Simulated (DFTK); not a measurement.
**MgO in DFTK: the effect of functional**

The system is MgO.

```
CELL_PARAMETERS angstrom
0.00000 2.09700 2.09700
2.09700 0.00000 2.09700
2.09700 2.09700 0.00000
ATOMIC_POSITIONS crystal
Mg 0.00000 0.00000 0.00000
O 0.50000 0.50000 0.50000
```

The cell is a database's computed one.

Alike in all runs:

| Quantity | Value |
| --- | --- |
| Program | DFTK 0.8.2 |
| Task | band structure |
| Potentials or basis | SG15 1.2 (PBE) |
| Cutoff | 1225 eV |
| k mesh | 11 × 11 × 11 |
| Occupations | fermi-dirac, width 0.05 eV |
| Spin | no spin polarisation |

```tsv
functional	gap on the mesh (eV)
LDA	4.57
PBEsol	4.74
r2SCAN	5.66
BJ06	?
```

**Question.** What does the run with functional BJ06 give?

**Answer.** gap on the mesh 5.76 eV.

Caveats: the program leaves the constant c of mgga_x_tb09 at 1, so the potential is Becke-Johnson's (BJ06) and not Tran and Blaha's, with levels but no total energy (some runs).

Runs at the PBE level aren't shown here.
